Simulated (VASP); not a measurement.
Calculation: PBE GGA, VASP's PBE PAW potentials (set 64) (plane waves; VASP).

Input for VASP

KPOINTS:
```
Automatic mesh
0
G
  6 6 6
0 0 0
```

INCAR:
```
SYSTEM = CsI
PREC = Accurate; ENCUT = 400; LREAL = .False.
LASPH = .True.
EDIFF = 1E-8; NELM = 100; ALGO = Normal
LMAXMIX = 4
ISMEAR = 0; SIGMA = 0.01
GGA = PE
LWAVE = .False.; LCHARG = .False.
LEPSILON = .True.
```

**POSCAR**
```
CsI
1
    4.6687845990     0.0000000000     0.0000000000
    0.0000000000     4.6687845990     0.0000000000
    0.0000000000     0.0000000000     4.6687845990
Cs I
1 1
Direct
  0.0000000000   0.0000000000   0.0000000000
  0.5000000000   0.5000000000   0.5000000000
```

POTCAR, in this order: Cs_sv I (PBE.64 set). Program: vasp_std.

What VASP printed:

**OUTCAR**
```
 ion  position               nearest neighbor table
   1  0.000  0.000  0.000-
   2  0.500  0.500  0.500-
  LATTYP: Found a simple cubic cell.
 ALAT       =     4.6687845990
 Subroutine PRICEL returns:
 Original cell was already a primitive cell.
 Subroutine GETGRP returns: Found 48 space group operations
The static configuration has the point symmetry O_h .
The dynamic configuration has the point symmetry O_h .
 Subroutine INISYM returns: Found 48 space group operations
 Subroutine IBZKPT returns following result:
 Found     20 irreducible k-points:

 Following reciprocal coordinates:
            Coordinates               Weight
  0.000000  0.000000  0.000000      1.000000
  0.166667  0.000000  0.000000      6.000000
  0.333333  0.000000  0.000000      6.000000
  0.500000  0.000000  0.000000      3.000000
  0.166667  0.166667  0.000000     12.000000
  0.333333  0.166667  0.000000     24.000000
  0.500000  0.166667  0.000000     12.000000
  0.333333  0.333333  0.000000     12.000000
  0.500000  0.333333  0.000000     12.000000
  0.500000  0.500000  0.000000      3.000000
  0.166667  0.166667  0.166667      8.000000
  0.333333  0.166667  0.166667     24.000000
  0.500000  0.166667  0.166667     12.000000
  0.333333  0.333333  0.166667     24.000000
  0.500000  0.333333  0.166667     24.000000
  0.500000  0.500000  0.166667      6.000000
  0.333333  0.333333  0.333333      8.000000
  0.500000  0.333333  0.333333     12.000000
  0.500000  0.500000  0.333333      6.000000
  0.500000  0.500000  0.500000      1.000000
 Subroutine IBZKPT_HF returns following result:
   k-points           NKPTS =     20   k-points in BZ     NKDIM =     20   number of bands    NBANDS=     12
   number of dos      NEDOS =    301   number of ions     NIONS =      2
   total plane-waves  NPLWV =  27000
...
```

OSZICAR:
```
...
RMM:  12    -0.784999600512E+02   -0.35284E-05    0.41470E-04   508   0.475E-03
 Linear response to external field (no local field effect), progress :
  Direction:   1
       N       E                     dE             d eps       ncg     rms          rms(c)
RMM:   1    -0.566780556248E+00   -0.56678E+00   -0.11938E+00   999   0.323E+00
RMM:   2    -0.563753546167E+00    0.30270E-02   -0.11884E-02   841   0.565E-01
RMM:   3    -0.563785193805E+00   -0.31648E-04   -0.28389E-04   814   0.867E-02
RMM:   4    -0.563787431558E+00   -0.22378E-05   -0.10989E-05   858   0.146E-02
RMM:   5    -0.563787391966E+00    0.39592E-07   -0.75547E-07   849   0.367E-03
RMM:   6    -0.563787395639E+00   -0.36724E-08   -0.20043E-07   764   0.902E-04
RMM:   7    -0.563787395505E+00    0.13399E-09   -0.18092E-07   627   0.503E-04
RMM:   8    -0.563787395549E+00   -0.44318E-10   -0.18206E-07   521   0.406E-04
RMM:   9    -0.563787395521E+00    0.27734E-10   -0.19319E-07   470   0.397E-04
RMM:  10    -0.563787395518E+00    0.30034E-11   -0.29087E-07   451   0.397E-04
RMM:  11    -0.563787395492E+00    0.25812E-10   -0.11837E-06   432   0.397E-04
 Linear response to external field (no local field effect), progress :
  Direction:   2
       N       E                     dE             d eps       ncg     rms          rms(c)
RMM:   1    -0.673914654141E+00   -0.67391E+00   -0.15026E+00   993   0.341E+00
RMM:   2    -0.671316283760E+00    0.25984E-02   -0.14546E-02   857   0.626E-01
RMM:   3    -0.671347517566E+00   -0.31234E-04   -0.34536E-04   840   0.952E-02
RMM:   4    -0.671350103492E+00   -0.25859E-05   -0.13974E-05   866   0.160E-02
RMM:   5    -0.671350044223E+00    0.59269E-07   -0.90172E-07   875   0.405E-03
RMM:   6    -0.671350047749E+00   -0.35261E-08   -0.16097E-07   781   0.105E-03
RMM:   7    -0.671350047522E+00    0.22714E-09   -0.13441E-07   627   0.620E-04
RMM:   8    -0.671350047601E+00   -0.79055E-10   -0.13233E-07   539   0.518E-04
RMM:   9    -0.671350047577E+00    0.23595E-10   -0.10663E-07   493   0.510E-04
RMM:  10    -0.671350047528E+00    0.48736E-10   -0.73892E-09   476   0.510E-04
 Linear response to external field (no local field effect), progress :
  Direction:   3
       N       E                     dE             d eps       ncg     rms          rms(c)
RMM:   1    -0.906925232008E+00   -0.90693E+00   -0.23553E+00   937   0.374E+00
RMM:   2    -0.906916805448E+00    0.84266E-05   -0.22268E-02   840   0.698E-01
RMM:   3    -0.906995483528E+00   -0.78678E-04   -0.50049E-04   821   0.961E-02
RMM:   4    -0.906999219979E+00   -0.37365E-05   -0.19823E-05   865   0.172E-02
RMM:   5    -0.906999183897E+00    0.36082E-07   -0.14335E-06   845   0.391E-03
RMM:   6    -0.906999186797E+00   -0.29000E-08   -0.43937E-07   727   0.110E-03
RMM:   7    -0.906999187587E+00   -0.78933E-09   -0.39877E-07   579   0.610E-04
RMM:   8    -0.906999187041E+00    0.54578E-09   -0.38256E-07   513   0.509E-04
RMM:   9    -0.906999187119E+00   -0.77745E-10   -0.36334E-07   454   0.496E-04
RMM:  10    -0.906999187135E+00   -0.16295E-10   -0.14584E-07   444   0.494E-04
RMM:  11    -0.906999187071E+00    0.64250E-10    0.14393E-06   432   0.495E-04
 Linear response to external field, progress :
  Direction:   1
       N       E                     dE             d eps       ncg     rms          rms(c)
RMM:   1    -0.715865582464E+00   -0.71587E+00   -0.16838E+00  1933   0.346E+00
RMM:   2    -0.713995649399E+00    0.18699E-02   -0.16239E-02  1681   0.628E-01    0.179E+00
RMM:   3    -0.645559657563E+00    0.68436E-01   -0.11265E-01  1591   0.162E+00    0.877E-01
RMM:   4    -0.677409456531E+00   -0.31850E-01   -0.11075E-01  1573   0.158E+00    0.208E-01
RMM:   5    -0.710661928915E+00   -0.33252E-01   -0.33567E-03  1575   0.437E-01    0.371E-02
RMM:   6    -0.712644487984E+00   -0.19826E-02   -0.97191E-05  1701   0.596E-02    0.262E-02
RMM:   7    -0.713696593928E+00   -0.10521E-02   -0.23136E-05  1646   0.347E-02    0.950E-03
RMM:   8    -0.714231610042E+00   -0.53502E-03   -0.48223E-06  1652   0.141E-02    0.342E-03
RMM:   9    -0.714268732529E+00   -0.37122E-04   -0.14184E-06  1705   0.657E-03    0.130E-03
RMM:  10    -0.714261848977E+00    0.68836E-05   -0.38800E-07  1766   0.143E-03    0.209E-04
RMM:  11    -0.714264293985E+00   -0.24450E-05   -0.39010E-07  1769   0.889E-04    0.931E-05
RMM:  12    -0.714260872825E+00    0.34212E-05   -0.46114E-07  1398   0.441E-04    0.155E-05
RMM:  13    -0.714261194703E+00   -0.32188E-06   -0.46904E-07  1195   0.408E-04    0.599E-06
 Linear response to external field, progress :
  Direction:   2
       N       E                     dE             d eps       ncg     rms          rms(c)
RMM:   1    -0.715874667766E+00   -0.71587E+00   -0.16839E+00  1932   0.346E+00
RMM:   2    -0.713996214932E+00    0.18785E-02   -0.16228E-02  1681   0.627E-01    0.179E+00
RMM:   3    -0.645552212656E+00    0.68444E-01   -0.11269E-01  1591   0.162E+00    0.876E-01
RMM:   4    -0.677427725174E+00   -0.31876E-01   -0.11102E-01  1573   0.158E+00    0.208E-01
RMM:   5    -0.710591107542E+00   -0.33163E-01   -0.33578E-03  1575   0.436E-01    0.376E-02
RMM:   6    -0.712646185449E+00   -0.20551E-02   -0.98440E-05  1697   0.600E-02    0.266E-02
RMM:   7    -0.713697889555E+00   -0.10517E-02   -0.23306E-05  1641   0.349E-02    0.952E-03
RMM:   8    -0.714229477126E+00   -0.53159E-03   -0.44821E-06  1660   0.140E-02    0.343E-03
RMM:   9    -0.714268927026E+00   -0.39450E-04   -0.10370E-06  1699   0.655E-03    0.133E-03
RMM:  10    -0.714261948525E+00    0.69785E-05    0.13407E-08  1761   0.143E-03    0.215E-04
RMM:  11    -0.714264299176E+00   -0.23507E-05    0.85357E-09  1780   0.900E-04    0.943E-05
RMM:  12    -0.714260839213E+00    0.34600E-05   -0.85713E-08  1401   0.444E-04    0.158E-05
RMM:  13    -0.714261150242E+00   -0.31103E-06   -0.41503E-07  1203   0.412E-04    0.647E-06
 Linear response to external field, progress :
  Direction:   3
       N       E                     dE             d eps       ncg     rms          rms(c)
RMM:   1    -0.715880162868E+00   -0.71588E+00   -0.16840E+00  1933   0.346E+00
RMM:   2    -0.713995748326E+00    0.18844E-02   -0.16242E-02  1677   0.627E-01    0.179E+00
RMM:   3    -0.645560239078E+00    0.68436E-01   -0.11269E-01  1590   0.162E+00    0.877E-01
RMM:   4    -0.677408174702E+00   -0.31848E-01   -0.11078E-01  1571   0.158E+00    0.208E-01
RMM:   5    -0.710656150764E+00   -0.33248E-01   -0.33577E-03  1577   0.437E-01    0.372E-02
RMM:   6    -0.712642909188E+00   -0.19868E-02   -0.97441E-05  1699   0.597E-02    0.263E-02
RMM:   7    -0.713696066630E+00   -0.10532E-02   -0.23224E-05  1652   0.347E-02    0.953E-03
RMM:   8    -0.714231502897E+00   -0.53544E-03   -0.48137E-06  1656   0.141E-02    0.343E-03
RMM:   9    -0.714268766058E+00   -0.37263E-04   -0.14171E-06  1702   0.657E-03    0.131E-03
RMM:  10    -0.714261797367E+00    0.69687E-05   -0.38033E-07  1755   0.143E-03    0.210E-04
RMM:  11    -0.714264331710E+00   -0.25343E-05   -0.35670E-07  1775   0.892E-04    0.928E-05
RMM:  12    -0.714260873345E+00    0.34584E-05   -0.31800E-07  1398   0.441E-04    0.155E-05
RMM:  13    -0.714261197711E+00   -0.32437E-06   -0.29383E-07  1183   0.409E-04    0.595E-06
```

### OUTCAR
```
------------------------ aborting loop because EDIFF is reached ----------------------------------------

 HEAD OF MICROSCOPIC STATIC DIELECTRIC TENSOR (INDEPENDENT PARTICLE, excluding Hartree and local field effects)
 ------------------------------------------------------
           3.539275     0.000000     0.000000
          -0.000000     3.539275     0.000000
           0.000000     0.000000     3.539275
 ------------------------------------------------------

 MACROSCOPIC STATIC DIELECTRIC TENSOR (including local field effects in DFT)
 ------------------------------------------------------
           3.199324    -0.000000     0.000000
          -0.000000     3.199324     0.000000
           0.000000    -0.000000     3.199324
 ------------------------------------------------------

 PIEZOELECTRIC TENSOR (including local field effects)  for field in x, y, z        (e  Angst)
          XX          YY          ZZ          XY          YZ          ZX
  --------------------------------------------------------------------------------
  x     0.00000     0.00000     0.00000     0.00000     0.00000     0.00000
  y     0.00000     0.00000     0.00000     0.00000     0.00000     0.00000
  z     0.00000     0.00000     0.00000     0.00000     0.00000     0.00000

 PIEZOELECTRIC TENSOR (including local field effects)  for field in x, y, z        (C/m^2)
          XX          YY          ZZ          XY          YZ          ZX
  --------------------------------------------------------------------------------
  x     0.00000     0.00000     0.00000     0.00000     0.00000     0.00000
  y     0.00000     0.00000     0.00000     0.00000     0.00000     0.00000
  z     0.00000     0.00000     0.00000     0.00000     0.00000     0.00000

 BORN EFFECTIVE CHARGES (including local field effects) (in |e|, cummulative output)
 ---------------------------------------------------------------------------------
 ion    1
    1     1.32389     0.00000     0.00000
    2    -0.00000     1.32389    -0.00000
    3     0.00000    -0.00000     1.32389
 ion    2
    1    -1.32389    -0.00000    -0.00000
    2     0.00000    -1.32389     0.00000
    3    -0.00000     0.00000    -1.32389
```
(Selected blocks of OUTCAR.)

The compound is CsI in the CsCl type structure. It was relaxed first, which changed the volume by +7 %.
